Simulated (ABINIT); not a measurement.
Crystal: W.

```
W
1.0
    -1.58234    1.58234    1.58234
     1.58234   -1.58234    1.58234
     1.58234    1.58234   -1.58234
W
1
Direct
  0.00000 0.00000 0.00000
```

Base run:

| Property | Result |
| --- | --- |
| Program | ABINIT 10.8.3 (patched build) |
| Functional | r2SCAN |
| Potentials or basis | JTH PAW PBE v2.0 |
| Cutoff | 517 eV |
| k mesh | 12 × 12 × 12 |
| Occupations | fermi-dirac, width 0.05 eV |
| Spin | no spin polarisation |

Its results: band gap on the k mesh none (metal or under the smearing width); pressure 2.6 GPa.

Q: After a change of settings the same cell gave: band gap on the k mesh none (metal or under the smearing width); pressure 1.8 GPa. Which change was it?
A. functional from r2SCAN to SOGGA; cutoff from 517 eV to 435 eV; fine-grid cutoff from 1034.03 eV to 870.764 eV
B. k mesh from 12 × 12 × 12 to 5 × 5 × 5
C. k mesh from 12 × 12 × 12 to 7 × 7 × 7
D. functional from r2SCAN to BP86; cutoff from 517 eV to 435 eV; fine-grid cutoff from 1034.03 eV to 870.764 eV

A: B.

Caveats: some runs use coarse meshes; the PAW data sets were made with another functional, which shifts forces and pressure a little; spin-orbit coupling is left out, which moves the levels of the heavy elements (some runs).

Runs at the PBE level aren't shown here.
